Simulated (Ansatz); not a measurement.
# WSi2N4 monolayer in a perpendicular field, part 3 of 4

Wanted: the out-of-plane response of the WSi2N4 monolayer. A positive field points along +c.

Ansatz 0.2.0; plane-wave DFT, PBE-D3(BJ), Ansatz PAW (the session's first sound run).

So far. Step 7 (Atoms held, field 0.2 V/Å): The dipole is 0.0627 e·Å, and the gap 2.411 eV. Step 8 (Single point, field 0.3 V/Å): The dipole is 0.0941 e·Å, and the gap 2.387 eV.

### 9. Response, atoms held

This step: plane-wave DFT, PBE-D3(BJ), Ansatz PAW; response to a field along the normal, atoms held (Ansatz 0.2.0).

The dipoles give the slope, and the difference of two potentials shows where the field is screened.

This step gave:

* equivalent conductor thickness p/(ε₀AE): 7.844 Å
* distance between the outer atoms: 7.077 Å

The dipole of the cell by applied field:

```
applied field (V/Å)  dipole of the cell (e·Å)
             -0.050                   -0.0157
              0.000                    4.1e-7
              0.050                    0.0157
              0.100                    0.0313
              0.200                    0.0627
              0.300                    0.0941
```

Local field over the applied field, running mean. From the potentials at -0.05 and 0.05 V/Å; running mean over 2.5 Å. Table of local field over applied field by z:

```
z (Å)  local field over applied field
  4.5                           1.000
  5.0                           0.998
  5.5                           0.995
  6.0                           0.983
  6.5                           0.949
  7.0                           0.867
  7.5                           0.726
  8.0                           0.562
  8.5                           0.401
  9.0                           0.289
  9.5                           0.216
 10.0                           0.186
 10.5                           0.168
 11.0                           0.154
 11.5                           0.115
 12.0                          0.0838
 12.5                          0.0688
 13.0                          0.0806
 13.5                           0.109
 14.0                           0.149
 14.5                           0.166
 15.0                           0.183
 15.5                           0.209
 16.0                           0.275
 16.5                           0.381
 17.0                           0.536
 17.5                           0.702
 18.0                           0.849
 18.5                           0.940
 19.0                           0.980
 19.5                           0.994
 20.0                           0.998
 20.5                           0.999
 21.0                           1.000
```

The induced electron density oscillates, so the rows of the table below give means over windows of 0.5 Å about each position, cut where the curve ends. Its maxima inside the range that stand out by 2 % of the span (Å: e/Å³ per V/Å): 8.22: 0.00385, 9.19: 0.00125, 10.59: 0.00152, 11.28: 0.00129, 13.23: 4.1e-4, 14.07: -2.4e-4, 15.32: 0.00225, 16.16: -5.4e-4. Its minima: 8.92: 5.4e-4, 9.75: -0.00225, 11.01: 2.4e-4, 11.84: -4.1e-4, 13.79: -0.00129, 14.49: -0.00152, 15.88: -0.00125, 16.86: -0.00385.

Electrons, planar mean, per unit field. The induced electron density by z; means over each step:

```
z (Å)  induced electron density (e/Å³ per V/Å)
  4.5                                   1.6e-6
  5.0                                   6.1e-6
  5.5                                   2.2e-5
  6.0                                   7.6e-5
  6.5                                   2.5e-4
  7.0                                   7.1e-4
  7.5                                  0.00186
  8.0                                  0.00342
  8.5                                  0.00254
  9.0                                   8.8e-4
  9.5                                  -9.9e-4
 10.0                                  -8.4e-4
 10.5                                  0.00128
 11.0                                   6.5e-4
 11.5                                   5.9e-4
 12.0                                  -2.2e-4
 12.5                                   4.9e-6
 13.0                                   1.6e-4
 13.5                                  -3.7e-4
 14.0                                  -6.9e-4
 14.5                                 -0.00129
 15.0                                   4.1e-4
 15.5                                  0.00142
 16.0                                  -8.8e-4
 16.5                                 -0.00209
 17.0                                 -0.00356
 17.5                                 -0.00209
 18.0                                  -8.5e-4
 18.5                                  -2.9e-4
 19.0                                  -9.2e-5
 19.5                                  -2.7e-5
 20.0                                  -7.5e-6
 20.5                                  -2.0e-6
 21.0                                  -6.9e-7
```

The smaller of the gaps on the path and on the k-mesh, counted as 0 under 0.03 eV. Gap against applied field:

```
applied field (V/Å)  gap (eV)
             -0.050      2.43
              0.000      2.43
              0.050      2.43
              0.100      2.43
              0.200      2.41
              0.300      2.39
```

By hand: between -0.05 and 0.05 V/Å the dipole changes by 0.03135 e·Å, a slope of 0.3135 e·Å²/V. A perfect conductor of thickness t has p = ε₀AEt, so t = 180.95 × 0.3135 / 7.232 = 7.84 Å (e/ε₀ = 180.95 V·Å, A in Å²).

The induced dipole is that of a conductor 7.84 Å thick.

### 10. Field on, atoms free, field 0.1 V/Å

This step: plane-wave DFT, PBE-D3(BJ), Ansatz PAW (Ansatz 0.2.0).

Now the atoms may follow the field. A weak field makes forces of meV/Å to tens of meV/Å, so the force tolerance is set well below the usual one.

The input, input.yaml:

```yaml
crystal:
  lattice:
    - [2.8897841972, 0.0, 0.0]
    - [-1.4448920986, 2.5026265262, 0.0]
    - [0.0, 0.0, 25.0768678009]
  atoms:
    - { symbol: "N", position: [0.0, 0.0, 0.3588964966] }
    - { symbol: Si, position: [0.3333333333, 0.6666666667, 0.3797525647] }
    - { symbol: "N", position: [0.3333333333, 0.6666666667, 0.4496046961] }
    - { symbol: W, position: [0.0, 0.0, 0.5] }
    - { symbol: "N", position: [0.3333333333, 0.6666666667, 0.5503953039] }
    - { symbol: Si, position: [0.3333333333, 0.6666666667, 0.6202474353] }
    - { symbol: "N", position: [0.0, 0.0, 0.6411035034] }
kpoints:
  mp_grid: { grid: [12, 12, 1] }
hamiltonian:
  xc: pbe
  dispersion: d3bj
scf:
  occupations: { method: fermi_dirac, width: 0.05 }
  convergence: { dr2_threshold: 1.0e-10 }
efield:
  axis: 3
  dipole_correction: true
  ramp_position: 0.97
  ramp_width: 0.06
  amplitude: 0.1
relax:
  f_tol: 0.001
  max_steps: 60
output:
  write_potential: true
  write_density: true
  volumetric_format: npy
```

On the command line:

```sh
> ansatz run input.yaml --threads 4 --pin off --max-ram 6144MiB --backend cpu --events-out ev --progress --plain --runs-dir out
```

Numbers of over 12 decimals in the logs are rounded to 6 here.

Log:

```text
[...]
Crystal: 7 atoms, lattice volume = 181.357 Å³
Basis set: ecut = 420 eV, 3551 PW (Γ), exchange–correlation on 40×40×360 points (8 copies of the dense FFT grid, shifted against one another)
Bands: 28, of which v1, the nominal top of the filled ones, is band 21 counted from 1 (20 counted from 0)
Symmetry: 6 space group operations
k-points: 19 of 144 (time reversal used)
[...]
SCF iter   1: F=—  HF=-13207.996069 eV  |F-HF|=—  |Δ(HF+E_count)|=         —  Δρ=1.15e-1  dr2=2.61e1  ethr=3.10e-3  p=0.037 e·Å  D=3.73e-2 V/Å  ΔV_dip=-0.94 eV  dr2_dipole=5.54e-4  V_vac-E_F(+/−)=7.31/6.01 eV  ⟨swp⟩=10.3  Hψ=3575  notcnv=0
[...]
SCF iter  16: F=-13200.594284 eV  HF=-13200.594284 eV  |F-HF|=6.00e-11  |Δ(HF+E_count)|=  1.27e-11  Δρ=2.10e-7  dr2=9.84e-11  ethr=1.00e-12  p=0.031 e·Å  D=3.13e-2 V/Å  ΔV_dip=-0.78 eV  dr2_dipole=2.54e-12  V_vac-E_F(+/−)=4.86/3.42 eV  ⟨swp⟩=9.2  Hψ=3343  notcnv=0
SCF 1 converged in 16 iterations: F = -13200.594284 eV  dr2 = 9.84e-11
[...]
relax step   1: F+E_penalty+E_count = -13200.59428370 eV  Δ(F+E_penalty+E_count) = +0.000e0 eV  max|allowed force component| = 6.699e-2 eV/Å  Δτ_max = 0.0000 Å  (16 SCF iters, accepted)
[...]
SCF iter   9: F=-13200.594378 eV  HF=-13200.594378 eV  |F-HF|=4.37e-11  |Δ(HF+E_count)|=  3.46e-11  Δρ=1.19e-7  dr2=1.97e-11  ethr=1.00e-12  p=0.033 e·Å  D=3.25e-2 V/Å  ΔV_dip=-0.82 eV  dr2_dipole=2.51e-13  V_vac-E_F(+/−)=4.85/3.43 eV  ⟨swp⟩=8.8  Hψ=3257  notcnv=0
SCF 2 converged in 9 iterations: F = -13200.594378 eV  dr2 = 1.97e-11
relax step   2: F+E_penalty+E_count = -13200.59437761 eV  Δ(F+E_penalty+E_count) = -9.392e-5 eV  max|allowed force component| = 3.578e-2 eV/Å  Δτ_max = 0.0007 Å  (9 SCF iters, accepted)
SCF iter   1: F=—  HF=-13200.594598 eV  |F-HF|=—  |Δ(HF+E_count)|=         —  Δρ=9.11e-5  dr2=5.32e-5  ethr=9.82e-7  p=0.033 e·Å  D=3.25e-2 V/Å  ΔV_dip=-0.82 eV  dr2_dipole=2.49e-5  V_vac-E_F(+/−)=4.85/3.43 eV  ⟨swp⟩=2.7  Hψ=1202  notcnv=0  defer=30
[...]
SCF iter   9: F=-13200.594411 eV  HF=-13200.594411 eV  |F-HF|=5.46e-12  |Δ(HF+E_count)|=  5.09e-11  Δρ=8.01e-8  dr2=1.83e-11  ethr=1.00e-12  p=0.034 e·Å  D=3.39e-2 V/Å  ΔV_dip=-0.85 eV  dr2_dipole=2.32e-14  V_vac-E_F(+/−)=4.83/3.45 eV  ⟨swp⟩=7.9  Hψ=3293  notcnv=0
SCF 3 converged in 9 iterations: F = -13200.594411 eV  dr2 = 1.83e-11
relax step   3: F+E_penalty+E_count = -13200.59441053 eV  Δ(F+E_penalty+E_count) = -3.291e-5 eV  max|allowed force component| = 9.640e-3 eV/Å  Δτ_max = 0.0008 Å  (9 SCF iters, accepted)
[...]
relax step   4: F+E_penalty+E_count = -13200.59441173 eV  Δ(F+E_penalty+E_count) = -1.209e-6 eV  max|allowed force component| = 3.551e-3 eV/Å  Δτ_max = 0.0003 Å  (7 SCF iters, accepted)
[...]
relax step   5: F+E_penalty+E_count = -13200.59437110 eV  Δ(F+E_penalty+E_count) = +4.063e-5 eV  max|allowed force component| = 3.885e-2 eV/Å  Δτ_max = 0.0008 Å  (9 SCF iters, rejected (line search))
SCF iter   1: F=—  HF=-13200.594605 eV  |F-HF|=—  |Δ(HF+E_count)|=         —  Δρ=9.07e-5  dr2=5.43e-5  ethr=1.19e-6  p=0.032 e·Å  D=3.24e-2 V/Å  ΔV_dip=-0.81 eV  dr2_dipole=2.64e-5  V_vac-E_F(+/−)=4.85/3.43 eV  ⟨swp⟩=2.9  Hψ=1216  notcnv=0  defer=30
[...]
SCF iter   9: F=-13200.594412 eV  HF=-13200.594412 eV  |F-HF|=2.18e-11  |Δ(HF+E_count)|=  5.28e-11  Δρ=1.33e-7  dr2=1.97e-11  ethr=1.00e-12  p=0.034 e·Å  D=3.38e-2 V/Å  ΔV_dip=-0.85 eV  dr2_dipole=1.72e-13  V_vac-E_F(+/−)=4.83/3.45 eV  ⟨swp⟩=9.0  Hψ=3302  notcnv=0
SCF 6 converged in 9 iterations: F = -13200.594412 eV  dr2 = 1.97e-11
relax step   6: F+E_penalty+E_count = -13200.59441195 eV  Δ(F+E_penalty+E_count) = -2.113e-7 eV  max|allowed force component| = 1.160e-5 eV/Å  Δτ_max = 0.0001 Å  (9 SCF iters, accepted)
[...]
the band table was solved once a step of the walk had ended and its energy, with any forces and stress, was formed, with the checks that follow a solve (3949 applications of the Hamiltonian). They found nothing against the state; the energy, forces and stress were not computed again (output.eigenvalues in the input reference)
[...]
SCF converged after 9 iterations
Free energy (F): -13200.594412 eV
[...]
Internal energy: -13200.594412 eV  (E = F + TS)
E sigma→0 (E₀):  -13200.594412 eV
Fermi energy:    2.908917 eV
Dipole field:    D = 0.033840 V/Å  (p = 0.033916 e·Å, saw-weighted, corrected)
Work function:   not extracted (applied field tilts the vacuum); planar V_es + V_field profile in the machine report
[...]
--- Forces (eV/Å), atoms counted from 1 ---
  atom   1  N     -0.00000000    -0.00000000     0.00000551
  atom   2  Si     0.00000000     0.00000000     0.00000028
  atom   3  N      0.00000000    -0.00000000    -0.00000385
  atom   4  W     -0.00000000    -0.00000000     0.00000713
  atom   5  N      0.00000000    -0.00000000     0.00000244
  atom   6  Si     0.00000000     0.00000000    -0.00001210
  atom   7  N     -0.00000000    -0.00000000    -0.00000294
  max |Σ_I F_I| component: 3.53e-6 eV/Å
--- Band table (eV; the first three rows and the last of 19) ---
  k-point 0: bands = [... 17 lower, -0.8231, -0.7638, -0.7638, 1.7108, 4.8305, 4.8305, 5.4882, 5.4882, ... 3 higher]
  k-point 1: bands = [... 17 lower, -1.0613, -0.9136, -0.5873, 1.6257, 4.6104, 4.8296, 5.2740, 5.6991, ... 3 higher]
  k-point 2: bands = [... 17 lower, -1.3440, -1.2813, -0.6466, 1.2254, 4.5256, 4.8588, 5.2417, 6.2137, ... 3 higher]
  k-point 18: bands = [... 17 lower, -2.5606, -0.6412, 0.1054, 1.4056, 4.1798, 5.1770, 6.4975, 6.8750, ... 3 higher]
--- Relaxed structure (6 steps of the walk, 5 accepted, 0 SCFs on fresh bases) ---
  F+E_penalty+E_count = -13200.59441195 eV   max|allowed force component| = 1.160e-5 eV/Å
  atoms:
    - { symbol: N, position: [1.0506304700314189e-17, -5.135725556199063e-17, 0.358850] }
    - { symbol: Si, position: [0.333333, 0.666667, 0.379800] }
    - { symbol: N, position: [0.333333, 0.666667, 0.449600] }
    - { symbol: W, position: [1.0586906910451904e-17, -5.135725556199063e-17, 0.500009] }
    - { symbol: N, position: [0.333333, 0.666667, 0.550393] }
    - { symbol: Si, position: [0.333333, 0.666667, 0.620294] }
    - { symbol: N, position: [1.0503147999603892e-17, -5.135725556199063e-17, 0.641054] }
```

It took 6.2 s on 4 threads of AMD EPYC 9R45, shared host; peak memory 0.53 GiB; 23 s of CPU time.

Hardly anything moved in the relaxation; the energy changed by under 0.2 meV an atom.

Numbers from this step:

```yaml
gap_on_the_k_mesh: 2.431 eV
dipole_along_the_normal: 0.03392 e·Å
```

The relaxation took 6 steps and lowered the energy by 1.3e-4 eV; the largest force on the free atoms ends at 1.2e-5 eV/Å.

The dipole is 0.0339 e·Å, and the gap on the mesh 2.431 eV.

### 11. Field on, atoms free, field -0.1 V/Å

The opposite sign, again from the field-free geometry; the difference of the two cancels what relaxes without a field.

Edit input.yaml of step 10 so:

```diff
@@ -26,3 +26,3 @@
   ramp_width: 0.06
-  amplitude: 0.1
+  amplitude: -0.1
 relax:
```

Log:

```text
[...]
Crystal: 7 atoms, lattice volume = 181.357 Å³
Basis set: ecut = 420 eV, 3551 PW (Γ), exchange–correlation on 40×40×360 points (8 copies of the dense FFT grid, shifted against one another)
Bands: 28, of which v1, the nominal top of the filled ones, is band 21 counted from 1 (20 counted from 0)
Symmetry: 6 space group operations
k-points: 19 of 144 (time reversal used)
[...]
- { symbol: Si, position: [0.333333, 0.666667, 0.379706] }
    - { symbol: N, position: [0.333333, 0.666667, 0.449607] }
    - { symbol: W, position: [1.0560198394089592e-17, -5.135725556199063e-17, 0.499991] }
    - { symbol: N, position: [0.333333, 0.666667, 0.550400] }
    - { symbol: Si, position: [0.333333, 0.666667, 0.620200] }
    - { symbol: N, position: [1.064080235849397e-17, -5.135725556199063e-17, 0.641150] }
[key lines of the parts left out:]
SCF converged after 9 iterations
Free energy (F): -13200.594412 eV
Fermi energy:    2.908917 eV
Dipole field:    D = -0.033840 V/Å  (p = -0.033916 e·Å, saw-weighted, corrected)
```

Elapsed: 6.4 s, on 4 threads; peak memory 0.52 GiB; 24 s of CPU time.

No atom moved by 0.005 Å in the relaxation.

This step gave:

| Quantity | Value |
| --- | --- |
| dipole along the normal | -0.03392 e·Å |

The relaxation took 6 steps and lowered the energy by 1.3e-4 eV; the largest force on the free atoms ends at 1.0e-5 eV/Å.

The dipole is -0.0339 e·Å, and the gap on the mesh 2.431 eV.

### 12. Response, atoms relaxed

This step: plane-wave DFT, PBE-D3(BJ), Ansatz PAW; response to a field along the normal, atoms relaxed (Ansatz 0.2.0).

The same analysis on the two relaxed runs holds the ionic part too; their mesh is coarser, so small differences from the held value can come from that.

Numbers from this step:

```
equivalent conductor thickness p/(ε₀AE) : 8.486 Å
```

Dipole of the cell against applied field:

```
applied field (V/Å)  dipole of the cell (e·Å)
            -0.1000                   -0.0339
             0.1000                    0.0339
```

Local field over the applied field, running mean. From the potentials at -0.1 and 0.1 V/Å; running mean over 2.5 Å. The local field over applied field by z:

```
z (Å)  local field over applied field
    5                           0.999
    6                           0.984
    7                           0.845
    8                           0.654
    9                           0.109
   10                          0.0790
   11                           0.141
   12                          0.0610
   13                          0.0564
   14                           0.162
   15                          0.0540
   16                           0.104
   17                           0.622
   18                           0.815
   19                           0.980
   20                           0.998
   21                           1.000
```

The induced electron density oscillates, so the rows of the table below give means over windows of 2.51 Å about each position, cut where the curve ends. Its maxima inside the range that stand out by 2 % of the span (Å: e/Å³ per V/Å): 8.5: 0.0120, 10.6: 0.00418, 13.1: 0.00540, 15.6: 0.0122. Its minima: 9.5: -0.0122, 12.0: -0.00540, 14.5: -0.00418, 16.6: -0.0120.

Electrons, planar mean, per unit field. The induced electron density by z; means over each step:

```
z (Å)  induced electron density (e/Å³ per V/Å)
 5.30                                   4.1e-5
 7.81                                  0.00393
10.32                                 -0.00193
12.83                                  -7.4e-5
15.34                                   6.9e-4
17.85                                 -0.00265
20.36                                  -1.3e-5
```

The induced dipole is that of a conductor 8.49 Å thick.

### 13. Same geometry, cutoff 420 eV, functional LDA

This step: plane-wave DFT, LDA, Ansatz PAW (Ansatz 0.2.0).

The geometry is kept and the functional is LDA; other changes against the main runs: SCF threshold 1.0e-10 → 1.0e-09 eV, k-mesh 18×18×1 → 12×12×1 and no dispersion term, which doesn't act on the electrons.

Edit input.yaml of step 11 so:

```diff
@@ -16,7 +16,6 @@
 hamiltonian:
-  xc: pbe
-  dispersion: d3bj
+  xc: lda
 scf:
   occupations: { method: fermi_dirac, width: 0.05 }
-  convergence: { dr2_threshold: 1.0e-10 }
+  convergence: { dr2_threshold: 1.0e-09 }
 efield:
@@ -26,6 +25,3 @@
   ramp_width: 0.06
-  amplitude: -0.1
-relax:
-  f_tol: 0.001
-  max_steps: 60
+  amplitude: 0.1
 output:
```

Log:

```text
[...]
Crystal: 7 atoms, lattice volume = 181.357 Å³
Basis set: ecut = 420 eV, 3551 PW (Γ)
Bands: 28, of which v1, the nominal top of the filled ones, is band 21 counted from 1 (20 counted from 0)
Symmetry: 6 space group operations
k-points: 19 of 144 (time reversal used)
[...]
SCF iter   1: F=—  HF=-12857.541051 eV  |F-HF|=—  |Δ(HF+E_count)|=         —  Δρ=1.11e-1  dr2=2.44e1  ethr=3.10e-3  p=0.037 e·Å  D=3.73e-2 V/Å  ΔV_dip=-0.94 eV  dr2_dipole=5.46e-4  V_vac-E_F(+/−)=7.65/6.36 eV  ⟨swp⟩=10.6  Hψ=3625  notcnv=0
[...]
SCF iter  15: F=-12850.317437 eV  HF=-12850.317437 eV  |F-HF|=3.86e-10  |Δ(HF+E_count)|=  3.42e-10  Δρ=3.13e-7  dr2=3.76e-10  ethr=2.38e-12  p=0.031 e·Å  D=3.13e-2 V/Å  ΔV_dip=-0.78 eV  dr2_dipole=5.87e-11  V_vac-E_F(+/−)=5.27/3.82 eV  ⟨swp⟩=14.3  Hψ=2437  notcnv=0
SCF 1 converged in 15 iterations: F = -12850.317437 eV  dr2 = 3.76e-10
[...]
SCF converged after 15 iterations
Free energy (F): -12850.317437 eV
[...]
Internal energy: -12850.317437 eV  (E = F + TS)
E sigma→0 (E₀):  -12850.317437 eV
Fermi energy:    2.516951 eV
Dipole field:    D = 0.031289 V/Å  (p = 0.031359 e·Å, saw-weighted, corrected)
Work function:   not extracted (applied field tilts the vacuum); planar V_es + V_field profile in the machine report
[...]
--- Band table (eV; the first three rows and the last of 19) ---
  k-point 0: bands = [... 17 lower, -1.1545, -1.1161, -1.1161, 1.3476, 4.4455, 4.4455, 5.0605, 5.0605, ... 3 higher]
  k-point 1: bands = [... 17 lower, -1.4088, -1.2671, -0.9204, 1.2593, 4.2390, 4.4435, 4.8748, 5.2736, ... 3 higher]
  k-point 2: bands = [... 17 lower, -1.6899, -1.6370, -0.9734, 0.8549, 4.1519, 4.4690, 4.8468, 5.7925, ... 3 higher]
  k-point 18: bands = [... 17 lower, -2.8849, -0.9343, -0.1990, 1.0378, 3.7996, 4.7356, 6.1149, 6.4397, ... 3 higher]
```

Elapsed: 2 s, on 4 threads; peak memory 0.51 GiB; 7.4 s of CPU time.

This step gave:

* dipole along the normal: 0.03136 e·Å

The dipole is 0.0314 e·Å.

### 14. Same geometry, cutoff 420 eV, functional LDA (run 2)

The same run in the opposite field.

Edit input.yaml of step 13 so:

```diff
@@ -25,3 +25,3 @@
   ramp_width: 0.06
-  amplitude: 0.1
+  amplitude: -0.1
 output:
```

Log:

```text
[...]
Crystal: 7 atoms, lattice volume = 181.357 Å³
Basis set: ecut = 420 eV, 3551 PW (Γ)
Bands: 28, of which v1, the nominal top of the filled ones, is band 21 counted from 1 (20 counted from 0)
Symmetry: 6 space group operations
k-points: 19 of 144 (time reversal used)
[...]
k-point 0: bands = [... 17 lower, -1.1545, -1.1161, -1.1161, 1.3476, 4.4455, 4.4455, 5.0605, 5.0605, ... 3 higher]
  k-point 1: bands = [... 17 lower, -1.4088, -1.2671, -0.9204, 1.2593, 4.2390, 4.4435, 4.8748, 5.2736, ... 3 higher]
  k-point 2: bands = [... 17 lower, -1.6899, -1.6370, -0.9734, 0.8549, 4.1519, 4.4690, 4.8468, 5.7925, ... 3 higher]
  k-point 18: bands = [... 17 lower, -2.8850, -0.9343, -0.1990, 1.0378, 3.7996, 4.7356, 6.1149, 6.4397, ... 3 higher]
[key lines of the parts left out:]
SCF converged after 15 iterations
Free energy (F): -12850.317437 eV
Fermi energy:    2.516951 eV
Dipole field:    D = -0.031290 V/Å  (p = -0.031360 e·Å, saw-weighted, corrected)
```

Wall time 2 s (4 threads); peak memory 0.51 GiB.

The dipole is -0.0314 e·Å.

### 15. Response at this level

This step: plane-wave DFT, LDA, Ansatz PAW; response to a field along the normal, atoms held (Ansatz 0.2.0).

The two signs of the field give the slope at this level.

Numbers from this step:

```
equivalent conductor thickness p/(ε₀AE) : 7.846 Å
```

The induced dipole is that of a conductor 7.85 Å thick.

[end of part 3 of 4]

[Logs are printed without paths, hosts, clocks, repeated set-up lines and the standing remarks that a program may print on its own settings, such as how far it seeks lower states.]

[Hosts, paths, dates, database ids (printed as entryN), source tags and the programs' standing remarks are cut or masked in the printed files.]

[Maps of the electrostatic potential energy from Ansatz leave out the sawtooth potential of an applied field or a dipole correction, so their vacuum need not be flat; planar profiles and work functions include it.]
